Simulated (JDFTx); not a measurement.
# GaAs: single point with PBEsol

**Experimental background.**

From “Evidence of valence band perturbations in GaAsN/GaAs(001): A combined variable-angle spectroscopic ellipsometry and modulated photoreflectance investigation”, 2008, arxiv:0805.2212, for a bulk crystal of GaAs at 300 K: band gap 1.412 ± 0.01 eV (direct).

GaAs:

```xyz
2
Lattice="0.0000 2.8268 2.8268 2.8268 0.0000 2.8268 2.8268 2.8268 0.0000" Properties=species:S:1:pos:R:3 pbc="T T T"
As    4.2403    4.2403    4.2403
Ga    0.0000    0.0000    0.0000
```

```
Program                                 : JDFTx 1.7.0 (patched build)
Task                                    : single point
Functional                              : PBEsol
Potentials or basis                     : PseudoDojo-SR-PBEsol-0.4.1-standard with smoothed tails
Cutoff                                  : 1143 eV
Density cutoff                          : 9143 eV
k mesh                                  : 8 × 8 × 8
Occupations                             : fermi-dirac, width 0.05 eV
Spin                                    : no spin polarisation
Local potential set to -Z/r beyond      : 6 bohr
Bands                                   : 21
Density cutoff over wavefunction cutoff : 8
Max SCF steps                           : 100
SCF threshold on the energy             : 1e-09 Ha
Solver of the electrons                 : scf
Further solve for the empty bands       : yes
```

| Quantity | Value |
| --- | --- |
| Pressure | 0.3 GPa |
| Band gap on the k mesh | 0.44 eV, direct |

Levels at points of the mesh, in eV from the valence-band top:
| k point | band 10 | band 11 | band 12 | band 13 | band 14 | band 15 | band 16 | band 17 |
| --- | --- | --- | --- | --- | --- | --- | --- | --- |
| (0.00, 0.00, 0.00) | -14.73 | -12.75 | 0.00 | 0.00 | 0.00 | 0.44 | 3.71 | 3.71 |
| (0.00, 0.00, 0.50) | -14.72 | -10.98 | -6.67 | -1.14 | -1.14 | 0.93 | 4.60 | 4.60 |
| (0.00, 0.50, 0.50) | -14.71 | -10.24 | -6.84 | -2.69 | -2.69 | 1.36 | 1.58 | 10.13 |

It took 2.6 min on 1 thread of Arm Neoverse V1, with other jobs on the host, peak memory 0.16 GiB.

A measured gap of GaAs is 1.412 eV (direct; 300 K; “Evidence of valence band perturbations in GaAsN/GaAs(001): A combined variable-angle spectroscopic ellipsometry and modulated photoreflectance investigation”, 2008, arxiv:0805.2212); the calculated 0.44 eV misses it by -0.97 eV. 3 values of this kind are on record (1.412 to 1.51 eV); this one was drawn at random among those near their median, those with a stated uncertainty first. Spin-orbit coupling on As, Ga is left out. The value is that of PBEsol on a finite k mesh, which can miss the band edges, without temperature or zero-point motion. Semilocal functionals fall short of measured gaps as a rule.
